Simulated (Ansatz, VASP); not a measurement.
## SnSe in VASP and in Ansatz

File INCAR:

```
SYSTEM = SnSe
ALGO = Normal ; EDIFF = 1E-6
EDIFFG = -0.01 ; ENCUT = 600
GGA = PS ; IBRION = 2
ISIF = 3 ; ISMEAR = -1
LASPH = .TRUE. ; LCHARG = .FALSE.
LREAL = .FALSE. ; LWAVE = .FALSE.
NELM = 80 ; NSW = 60
PREC = Accurate ; SIGMA = 0.05
```

KPOINTS

```
k-points
0
G
  8 8 8
  0 0 0
```

POSCAR

```
SnSe
1.0
    0.0000000000      3.0100000000      3.0100000000
    3.0100000000      0.0000000000      3.0100000000
    3.0100000000      3.0100000000      0.0000000000
Sn Se
1 1
Direct
    0.0000000000      0.0000000000      0.0000000000
    0.5000000000      0.5000000000      0.5000000000
```

Contents of input.yaml:

```yaml
crystal:
  lattice:
    - [0.0, 3.01, 3.01]
    - [3.01, 0.0, 3.01]
    - [3.01, 3.01, 0.0]
  atoms:
    - { symbol: Sn, position: [0.0, 0.0, 0.0] }
    - { symbol: Se, position: [0.5, 0.5, 0.5] }
hamiltonian:
  xc: pbesol
  pseudopotentials: { kind: paw }
kpoints:
  mp_grid: { grid: [8, 8, 8] }
scf:
  occupations: { method: fermi_dirac, width: 0.05 }
output:
  forces: true
  stress: true
  eigenvalues: true
relax:
  f_tol: 0.01
  max_steps: 40
  cell: { stress_tol: 0.05 }
```

Measurements of this composition are mostly on another form, of space group No. 62.

Alike in both runs: task relaxation of cell and atoms; functional PBEsol; k mesh 8 × 8 × 8; occupations fermi-dirac, width 0.05 eV; no spin polarisation.

|  | VASP | Ansatz |
| --- | --- | --- |
| version | VASP 6.6.1 | Ansatz 0.2.0 |
| potentials or method | VASP PAW PBE potentials, release 64 (Sn_d, Se) | Ansatz PAW |
| plane-wave cutoff (eV) | 600 | 420 |
| valence electrons in the cell | 20 | 30 |

Ansatz gave:

```
gap on the k mesh at the Fermi level, each at its own relaxed structure (eV) : 0.75
relaxed volume (Å³/atom)                                                     : 26.27
relaxed cell length with the largest relative difference (Å)                 : 4.204
energy change over the relaxation (meV/atom)                                 : -6
```

Question: Estimate VASP's values.

Answer: gap on the k mesh at the Fermi level, each at its own relaxed structure (eV): 0.75; relaxed volume (Å³/atom): 26.30; relaxed cell length with the largest relative difference (Å): 4.206; energy change over the relaxation (meV/atom): -6.

The two sets of potentials don't hold the same shells in valence.

Caveats: spin-orbit coupling is left out, which moves the levels of the heavy elements; the PAW data sets were made with another functional, which shifts forces and pressure a little (VASP); the plane-wave basis is chosen anew once the cell has moved, so the energies of steps on either side of that aren't comparable (Ansatz); the PAW data sets come from PBE, with cores solved anew for the run's functional, which leaves a small shift of forces and pressure (Ansatz). A k mesh can miss the band edges.
